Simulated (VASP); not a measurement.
Crystal: GaS.

```
Ga S
1.0
     3.58500    0.00000    0.00000
    -1.79250    3.10470    0.00000
     0.00000    0.00000   15.50000
Ga S
4 4
Direct
  0.66667 0.33333 0.83000
  0.33333 0.66667 0.33000
  0.66667 0.33333 0.67000
  0.33333 0.66667 0.17000
  0.66667 0.33333 0.40000
  0.33333 0.66667 0.90000
  0.66667 0.33333 0.10000
  0.33333 0.66667 0.60000
```

Program: VASP 6.6.1. Alike in all runs: no spin polarisation; cell as given; k mesh 9 × 9 × 2. Hardware: 1 thread of Intel(R) Xeon(R) Platinum 8559C (Emerald Rapids) (shared host).

Q: Order these runs on this cell by their wall time, lowest first.
A. task electron localisation function; level rSCAN+D4; potentials or basis VASP PAW PBE potentials, release 64 (Ga_d, S); cutoff (eV) 520; smearing gaussian 0.01 eV
B. task single point; level LDA; potentials or basis VASP PAW LDA potentials, release 64 (Ga_d_GW, S_GW); cutoff (eV) 550; smearing gaussian 0.05 eV
C. task optical spectrum; level PBEsol+rVV10; potentials or basis VASP PAW PBE potentials, release 64 (Ga_d_GW, S_GW); cutoff (eV) 550; smearing gaussian 0.01 eV

A: B (170 s), C (380 s), A (1100 s).

Caveats: spectra need much finer meshes, so this one isn't converged (some runs); independent-particle spectra lack excitons (some runs).

Runs at the PBE level aren't shown here.
